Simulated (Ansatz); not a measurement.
# PbSe (Clausthalite) (Fm-3m) in Ansatz: settings compared, part 2 of 3

Ansatz 0.2.0.

## 3. Elastic constants, PBE

The input, input.yaml:

```yaml
crystal:
  lattice:
    - [0.0, 3.06065, 3.06065]
    - [3.06065, 0.0, 3.06065]
    - [3.06065, 3.06065, 0.0]
  atoms:
    - { symbol: Pb, position: [0.0, 0.0, 0.0] }
    - { symbol: Se, position: [0.5, 0.5, 0.5] }
kpoints:
  mp_grid: { grid: [6, 6, 6] }
scf:
  occupations: { method: fermi_dirac, width: 0.05 }
hamiltonian:
  xc: pbe
  pseudopotentials: { kind: all_electron, lapw: { basis_error: 0.001 } }
output:
  forces: true
  stress: true
elastic:
  mode: clamped_ion
  stencil: two_point
```

Potentials or basis: all-electron LAPW, scalar-relativistic.

Command:

```
> ansatz run input.yaml --threads 1 --pin off --max-ram 3072MiB --backend cpu --events-out ev --progress --plain --runs-dir out
```

Standard output:

```text
Warning: RAYON_NUM_THREADS=1 ignored (pool sized by the plan → 1); use --threads N
LAPW: plane waves up to 7.310 Å⁻¹, error target 1.0e-3 eV per atom; small_component_spin mean_spin; Se in spheres of 1.400 Å, 24 of its electrons in bands, Dirac shells []; Pb in spheres of 1.569 Å, 36 of its electrons in bands, Dirac shells [] (how accurate: hamiltonian.pseudopotentials.lapw.basis_error, Limitations)
Engine: ansatz 0.2.0, x86_64-unknown-linux-gnu
Pseudopotentials: kind: all_electron
Pseudopotential: Pb, LAPW, valence charge 36, lapw/all_electron/scalar/gaussian/Pb, Koelling and Harmon's equation, gaussian nucleus
Pseudopotential: Se, LAPW, valence charge 24, lapw/all_electron/scalar/gaussian/Se, Koelling and Harmon's equation, gaussian nucleus
Functional definition: PBE
  parameter kappa = 0.804
  parameter beta = 0.06672455060314922
  exchange = pbe_x(kappa = kappa, mu = beta*pi^2/3)
  correlation = pbe_c(beta = beta)
Crystal: 2 atoms, lattice volume = 57.342 Å³
Basis set: ecut = 203.58027236601114 eV, 339 PW (Γ), exchange–correlation at level 2
Bands: 36, of which v1, the nominal top of the filled ones, is band 30 counted from 1 (29 counted from 0)
Symmetry: 48 space group operations
Space group: Fm-3m (ITA 225), of the structure as read, at distance tolerance 3.9e-5 Å
k-points: 16 of 216
Non-local potential: Pb, projectors of the file, none
Non-local potential: Se, projectors of the file, none
Initial density: superposition of atomic densities (chi_scale 0.1, normalization cell, long waves kept (reshape's long-wave potential 0.00 eV rms))
Initial wavefunctions: plane waves of lowest kinetic energy (no species holds an atomic orbital)
Functional: x = pbe(κ = 0.804, μ = 0.2195149727645171), c = pbe(β = 0.06672455060314922)
iter 1 solved again at ethr=1.48e-3 eV; its pass at ethr=1.00e-1 eV (dr2=8.86e-1 eV) is discarded
SCF iter   1: F=—  HF=-634193.661780 eV  |F-HF|=—  |Δ(HF+E_count)|=         —  Δρ=2.51e-2  dr2=8.86e-1  ethr=1.48e-3  ⟨swp⟩=2.0  Hψ=3539  notcnv=0
preconditioner: auto → none  [insulator: Δε(μ)=0.591 eV  Ē_g=16.889 eV  σ=0.050 eV  W_gap=0.99  n_scr=14 (ndim 8)  ℏωp=21.9 eV  f_vac=0.120  D(μ)=0.00/eV (n_scr^D=0)  ε∞_Penn≈2.7]
iter 2 solved again at ethr=3.78e-5 eV; its pass at ethr=1.48e-3 eV (dr2=2.27e-2 eV) is discarded
SCF iter   2: F=—  HF=-634193.407554 eV  |F-HF|=—  |Δ(HF+E_count)|=   2.54e-1  Δρ=5.87e-3  dr2=2.27e-2  ethr=3.78e-5  ⟨swp⟩=2.0  Hψ=2999  notcnv=0
SCF iter   3: F=—  HF=-634193.374607 eV  |F-HF|=—  |Δ(HF+E_count)|=   3.29e-2  Δρ=3.36e-3  dr2=1.11e-2  ethr=3.78e-5  ⟨swp⟩=2.6  Hψ=1816  notcnv=0
SCF iter   4: F=—  HF=-634193.376346 eV  |F-HF|=—  |Δ(HF+E_count)|=   1.74e-3  Δρ=8.85e-4  dr2=5.83e-4  ethr=1.85e-5  ⟨swp⟩=2.0  Hψ=1710  notcnv=0
SCF iter   5: F=—  HF=-634193.376590 eV  |F-HF|=—  |Δ(HF+E_count)|=   2.43e-4  Δρ=1.18e-4  dr2=8.13e-6  ethr=9.72e-7  ⟨swp⟩=2.7  Hψ=1728  notcnv=0
SCF iter   6: F=—  HF=-634193.376602 eV  |F-HF|=—  |Δ(HF+E_count)|=   1.21e-5  Δρ=2.00e-5  dr2=3.64e-7  ethr=1.36e-8  ⟨swp⟩=3.0  Hψ=1782  notcnv=0
SCF iter   7: F=—  HF=-634193.376602 eV  |F-HF|=—  |Δ(HF+E_count)|=   2.54e-7  Δρ=6.54e-6  dr2=4.43e-8  ethr=6.06e-10  ⟨swp⟩=3.0  Hψ=1757  notcnv=0
SCF iter   8: F=—  HF=-634193.376602 eV  |F-HF|=—  |Δ(HF+E_count)|=   1.12e-8  Δρ=1.92e-6  dr2=1.55e-9  ethr=7.38e-11  ⟨swp⟩=2.8  Hψ=1736  notcnv=0
SCF iter   9: F=—  HF=-634193.376602 eV  |F-HF|=—  |Δ(HF+E_count)|=   6.64e-9  Δρ=3.64e-7  dr2=1.11e-10  ethr=4.96e-12 (applied; sched 2.58e-12)  ⟨swp⟩=3.0  Hψ=1791  notcnv=0
SCF iter  10: F=—  HF=-634193.376602 eV  |F-HF|=—  |Δ(HF+E_count)|=  5.82e-10  Δρ=3.35e-8  dr2=6.48e-13  ethr=4.74e-12 (applied; sched 1.00e-12)  ⟨swp⟩=2.1  Hψ=1711  notcnv=0
SCF iter  11: F=—  HF=-634193.376602 eV  |F-HF|=—  |Δ(HF+E_count)|=  3.49e-10  Δρ=8.70e-9  dr2=8.54e-14  ethr=4.70e-12 (applied; sched 1.00e-12)  ⟨swp⟩=2.0  Hψ=1710  notcnv=0
[... 57 lines left out ...]
SCF 5 converged in 7 iterations: F = -634193.376589 eV  dr2 = 2.70e-14
SCF converged after 12 iterations
Free energy (F): -634193.376602 eV
Harris-Foulkes:  -634193.376602 eV  (|F-HF|=2.33e-10)
Internal energy: -634193.375824 eV  (E = F + TS)
E sigma→0 (E₀):  -634193.376213 eV
Entropy (-TS):   -0.000778 eV (-0.389 meV/atom)
Fermi energy:    11.905119 eV
--- Per-component energies (eV) ---
  E_band       = -3854.134758
  E_kinetic    = 722667.247785
  E_xc         = -12976.416430
  E_electrostatic = -1343884.207179  (all electrons and nuclei)
  E_smearing   = -0.000778  (= −TS)
  E_closure    = 0.000000  (closes the sum)
  E_atoms      = -634185.215359  (free atoms, spherical and without spin; not in F)
  Σ components = -634193.376602   (vs F -634193.376602, Δ=0.00e0)
  Basis errors (estimates in eV, not in F): energy 3.6e-4 per atom: plane waves 3.4e-4 (1.9e-4 summed), levels above the bands 7.9e-72, relativity 7.1e-8, radial functions 1.4e-5, core shells 4.1e-8; eigenvalues (radial functions only) 2.1e-6; not estimated: angular momenta, meshes, grids; target (lapw.basis_error) 1.0e-3; muffin-tin radii Se 1.400 Å, Pb 1.569 Å
--- Forces (eV/Å), atoms counted from 1 ---
  atom   1  Pb     0.00000000     0.00000000    -0.00000000
  atom   2  Se    -0.00000000    -0.00000000    -0.00000000
  max |Σ_I F_I| component: 1.28e-30 eV/Å
--- Stress (GPa, compression-positive) ---
        2.372337       0.000000       0.000000
        0.000000       2.372337      -0.000000
        0.000000      -0.000000       2.372337
  P = ⅓ Tr σ = 2.3723 GPa (23.723 kbar)
--- Band table (eV; the first three rows and the last of 16) ---
  k-point 0: bands = ["-195.7953", "-135.2619", "-135.2619", "-135.2619", "-127.7344", "-116.7625", "-116.7601", "-116.7601", "-116.7601", "-116.7581", "-116.7581", "-116.7581", "-69.5791", "-69.5791", "-69.5791", "-35.4764", "-35.4764", "-35.4742", "-35.4742", "-35.4742", "-5.0877", "-5.0877", "-5.0877", "-5.0841", "-5.0841", "-1.8417", "5.4618", "9.8740", "9.8740", "9.8740", "16.4707", "16.4707", "16.4707", "18.2790", "18.2790", "18.2790"]
  k-point 1: bands = ["-195.7953", "-135.2619", "-135.2619", "-135.2619", "-127.7344", "-116.7625", "-116.7601", "-116.7601", "-116.7601", "-116.7581", "-116.7581", "-116.7581", "-69.5791", "-69.5791", "-69.5791", "-35.4764", "-35.4764", "-35.4742", "-35.4742", "-35.4742", "-5.0910", "-5.0910", "-5.0867", "-5.0787", "-5.0787", "-1.6351", "4.8034", "9.9468", "9.9468", "10.3276", "14.8908", "15.4193", "15.4193", "18.0811", "18.8582", "18.8582"]
  k-point 2: bands = ["-195.7953", "-135.2619", "-135.2619", "-135.2619", "-127.7344", "-116.7625", "-116.7601", "-116.7601", "-116.7601", "-116.7581", "-116.7581", "-116.7581", "-69.5792", "-69.5791", "-69.5791", "-35.4764", "-35.4764", "-35.4741", "-35.4741", "-35.4741", "-5.1032", "-5.1032", "-5.0853", "-5.0624", "-5.0624", "-1.1230", "3.5961", "10.1433", "10.1433", "11.0861", "13.1020", "14.0393", "14.0393", "18.8478", "20.3145", "20.3145"]
  k-point 15: bands = ["-195.7953", "-135.2619", "-135.2619", "-135.2619", "-127.7344", "-116.7625", "-116.7601", "-116.7601", "-116.7601", "-116.7581", "-116.7581", "-116.7581", "-69.5792", "-69.5791", "-69.5791", "-35.4764", "-35.4764", "-35.4742", "-35.4741", "-35.4741", "-5.1861", "-5.0908", "-5.0785", "-5.0594", "-5.0430", "-0.3885", "3.8893", "7.1279", "7.9790", "10.1212", "14.7129", "16.1335", "17.2449", "18.3134", "21.0150", "23.4486"]
--- Elastic constants: 2 strain directions × 2 members + reference (group order 48) ---
  dense FFT box of the reference and of every strained cell: 24×24×24
  strains applied: 11, 23; error gains: componentwise 1.00 (the most a stress slope's error grows in a printed constant), spectral 1.73 (1 for all six strains in a standard setting)
  C = ∂σ_k/∂η_j (tension-positive GPa; Voigt order 11 22 33 23 13 12):
       142.617     13.246     13.246      0.000      0.000     -0.000
        13.246    142.617     13.246     -0.000     -0.000      0.000
        13.246     13.246    142.617     -0.000     -0.000      0.000
         0.000     -0.000     -0.000     15.974     -0.000     -0.000
         0.000     -0.000     -0.000     -0.000     15.974     -0.000
         0.000     -0.000      0.000     -0.000     -0.000     15.974
  reference stress σ⁰ (GPa):     -2.372     -2.372     -2.372      0.000     -0.000     -0.000
  no Pulay correction (none for the plane-wave cutoff is built on LAPW): the batch's stresses and constants are at fixed plane waves
  C* (energy form; C + prestress term) asymmetry max|C*_kj − C*_jk| = 1.066e-14 GPa — a small one proves nothing (zero by symmetry where the batch's group is 432, −43m or m−3m); a large one is finite-difference/SCF noise where every solve meets its electron count
  moduli (Voigt/Reuss/Hill, GPa): K = 56.37/56.37/56.37   G = 35.46/22.86/29.16   E = 74.61   ν = 0.279
  mechanically stable: yes (min eigenvalue of sym C = 15.97 GPa)
  where every solve meets its electron count the energy-path curvature estimates C_jj along a normal strain and C_jj − ¼(σ⁰_aa + σ⁰_bb) along a shear (ab), closely only under elastic.basis: deformed
  strain η (Voigt 11):  stress-route row diagonal C_11 = 142.62 GPa, energy-path curvature d²(F+E_count)/dδ²/Ω₀ = 142.62 GPa
         δ    σ_11 (GPa)             F (eV)   n_scf  n_hpsi   n_pw
    -2.000e-3      -2.6611     -634193.3748005       8   34322    388
     2.000e-3      -2.0906     -634193.3781984       8   34342    388
  strain η (Voigt 23):  stress-route row diagonal C_44 = 15.97 GPa, energy-path curvature d²(F+E_count)/dδ²/Ω₀ = 17.16 GPa
         δ    σ_23 (GPa)             F (eV)   n_scf  n_hpsi   n_pw
    -2.000e-3      -0.0319     -634193.3765893       7   48610    388
     2.000e-3       0.0319     -634193.3765893       7   48732    388
```

elastic.tsv:

```text
# convention: tension-positive GPa; Voigt order 11 22 33 23 13 12; engineering shear strains; stresses and constants hold the Pulay correction, whose part of sigma0, of c and of each member's stress the lines and columns named pulay_correction_..._gpa give (of c_energy it is that of c and, on the columns of strains 1 to 3, that of sigma0; of a layer's constants it is that of c in the plane, times a tenth of its plane spacing in ang); where a line pulay_correction_withheld stands none holds it
[... 15 lines left out ...]
6	1.1520994299e-29	-1.1915421562e-29	1.5777218104e-30	-1.0930176219e-47	-3.1554436209e-30	1.5974470440e1	-6.9483335492e-17	-6.9483335492e-17	-6.9483335492e-17	-1.0930176219e-47	-3.1554436209e-30	1.5974470440e1	nan	nan	nan	nan	nan	nan
```

Run time: 55 s. Hardware: 1 thread of Intel Xeon Platinum 8259CL at 2.50GHz (Skylake/Cascade Lake), shared host; peak memory 0.54 GiB.

Results:

```yaml
Free_energy: -634193.3766 eV
Pressure: 2.4 GPa
Band_gap_on_the_k_mesh: 0.29 eV, direct
Clamped-ion_elastic_constants_C11_C12_C44: 143, 13, 16 GPa
Voigt_bulk_modulus: 56 GPa
```

Elastic tensor in Voigt notation (GPa, ions clamped, in the Cartesian axes of the cell as first typed):
```
143  13  13   0   0   0
 13 143  13   0   0   0
 13  13 143   0   0   0
  0   0   0  16   0   0
  0   0   0   0  16   0
  0   0   0   0   0  16
```

Caveat: spin-orbit coupling is left out, which as a rule narrows the gap of such compounds by several tenths of an eV.

(Continued in part 3 of 3.)
